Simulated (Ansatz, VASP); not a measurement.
Ba: VASP beside Ansatz

```xyz
1
Lattice="1.9286 -3.6007 0.0000 1.9286 3.6007 0.0000 0.0000 0.0000 5.6230" Properties=species:S:1:pos:R:3 pbc="T T T"
Ba    0.0000    0.0000    0.0000
```

Change from the starting cell: functional lda, volume scaled by 0.96, PAW files.

Alike in both runs: task electric field gradients; functional LDA; k mesh 12 × 12 × 7; occupations fermi-dirac, width 0.08 eV; no spin polarisation.

```csv
,VASP,Ansatz
version,VASP 6.6.1,Ansatz 0.2.0
potentials or method,"VASP PAW LDA potentials, release 64 (Ba_sv)","PAW with Ansatz's default frozen-core files, scalar-relativistic"
plane-wave cutoff (eV),520,420
valence electrons in the cell,10,10
```

```csv
,VASP,Ansatz,Ansatz less VASP
pressure (GPa),-0.2,-0.2,-0.03
largest component of the traceless stress (GPa),2.32,2.27,-0.050
Vzz of the field gradient on the site that differs most (V/Å²),32.1,25.8,-6.35
```

Ansatz warned: «gradients_without_spin_orbit».

The runs have no spin-orbit coupling, so splittings on Ba are missing.
